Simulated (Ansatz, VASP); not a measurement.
## CaSe: VASP beside Ansatz

INCAR

```
SYSTEM = CaSe
ALGO = Normal ; EDIFF = 1E-6
ENCUT = 520 ; GGA = PS
ISIF = 2 ; ISMEAR = -1
LASPH = .True. ; LCHARG = .True.
LELF = .True. ; LREAL = .False.
LVHAR = .True. ; LWAVE = .False.
NBANDS = 15 ; NELM = 100
PREC = Accurate ; SIGMA = 0.03
```

File KPOINTS:

```
k-points
0
Gamma
  7 7 7
  0 0 0
```

Contents of POSCAR:

```
CaSe
1.0
    0.0000000000      2.9702381052      2.9702381052
    2.9702381052      0.0000000000      2.9702381052
    2.9702381052      2.9702381052      0.0000000000
Ca Se
1 1
Direct
    0.0250000000      0.0250000000     -0.0250000000
    0.4750000000      0.4750000000      0.5250000000
```

Input for Ansatz:

```yaml
crystal:
  lattice:
    - [0.0, 2.9702381052, 2.9702381052]
    - [2.9702381052, 0.0, 2.9702381052]
    - [2.9702381052, 2.9702381052, 0.0]
  atoms:
    - { symbol: Ca, position: [0.025, 0.025, -0.025] }
    - { symbol: Se, position: [0.475, 0.475, 0.525] }
kpoints:
  mp_grid: { grid: [7, 7, 7] }
scf:
  occupations: { method: fermi_dirac, width: 0.03 }
hamiltonian:
  xc: pbesol
  pseudopotentials: { kind: paw }
output:
  forces: true
  stress: true
  eigenvalues: true
  populations: true
```

Change from the starting cell: shortest bond scaled by 1.1, PAW files.

Alike in both runs: task single point; functional PBEsol; k mesh 7 × 7 × 7; occupations fermi-dirac, width 0.03 eV; no spin polarisation.

|  | VASP | Ansatz |
| --- | --- | --- |
| version | VASP 6.6.1 | Ansatz 0.2.0 |
| potentials or method | VASP PAW PBE potentials, release 64 (Ca_sv, Se) | PAW with Ansatz's default frozen-core files, scalar-relativistic |
| plane-wave cutoff (eV) | 520 | 420 |
| valence electrons in the cell | 16 | 26 |

```csv
,VASP,Ansatz,Ansatz less VASP
gap on the k mesh at the Fermi level (eV),2.19,2.20,+0.011
pressure (GPa),0.0,-0.2,-0.19
largest component of the traceless stress (GPa),3.79,3.75,-0.049
rms of the force components (eV/Å),0.634,0.624,-0.0100
```

Atom by atom the forces differ by 0.010 eV/Å (rms over components). The two sets of potentials don't hold the same shells in valence.

Caveats: the PAW data sets were made with another functional, which shifts forces and pressure a little (VASP); an odd mesh through Γ misses points on the zone boundary, where band edges often lie.
